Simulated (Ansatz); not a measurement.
A crystal relaxed with r2SCAN in Ansatz has space group I4/mcm (No. 140) and a = 5.945 Å, c = 8.413 Å.

```
atom  site       x       y       z
  Ba    4b  0.0000  0.5000  0.2500
  Xx    4c  0.0000  0.0000  0.0000
   O    4a  0.5000  0.5000  0.2500
   O    8h  0.7423  0.2423  0.0000
```

With r2SCAN the gap is 3.74 eV and direct, at Γ. With HSE06 the gap is 4.70 eV and direct, at Γ. The PBE gap is direct at Γ: 3.23 eV. Meshes: r2SCAN 6×6×6, HSE06 4×4×4, PBE 6×6×6.

**Question.** Which element is Xx?
A. Zr
B. Ti
C. Sn
D. Hf

**Answer.** A. Xx is Zr: a 10-atom cell of BaZrO3 (I4/mcm) from a materials database. Ba has 12 O at 2.93–3.02 Å; Zr has 6 O at 2.10 Å; O has 2 Zr at 2.10 Å and 4 Ba at 2.97 Å; O has 2 Zr at 2.10 Å and 4 Ba at 2.93–3.02 Å.

Spin-unpolarised throughout; all numbers are computed.

Spin-orbit coupling is left out.

The meshes of the hybrids are coarse, so their gaps aren't converged to the digits shown.
